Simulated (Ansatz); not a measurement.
Crystal: Fe.

```
Fe
1.0
    -1.44300    1.44300    1.44300
     1.44300   -1.44300    1.44300
     1.44300    1.44300   -1.44300
Fe
1
Direct
  0.00000 0.00000 0.00000
```

Base run:

| Property | Result |
| --- | --- |
| Program | Ansatz 0.2.0 |
| Functional | LDA |
| Potentials or basis | all-electron LAPW, scalar-relativistic |
| Cutoff | 303 eV (chosen from the basis error) |
| Basis error allowed | 0.001 eV/atom |
| k mesh | 13 × 13 × 13 |
| Occupations | fermi-dirac, width 0.05 eV |
| Spin | collinear spin, ferromagnetic start |
| Starting moments | [3.0] μB |

Its results: pressure -26.1 GPa; net moment 2.20 μB per cell; site moments Fe +2.24 μB.

Task: The run is repeated on the same cell with these changes: functional from LDA to PBEsol. What comes out?

Result: Pressure -18.1 GPa; net moment 2.25 μB per cell; site moments Fe +2.31 μB.

PBEsol binds less tightly than LDA, so the same cell stands under more pressure.

Caveats: so large a pressure means that the cell lies far from this level's equilibrium, or that cutoff or potentials fall short.
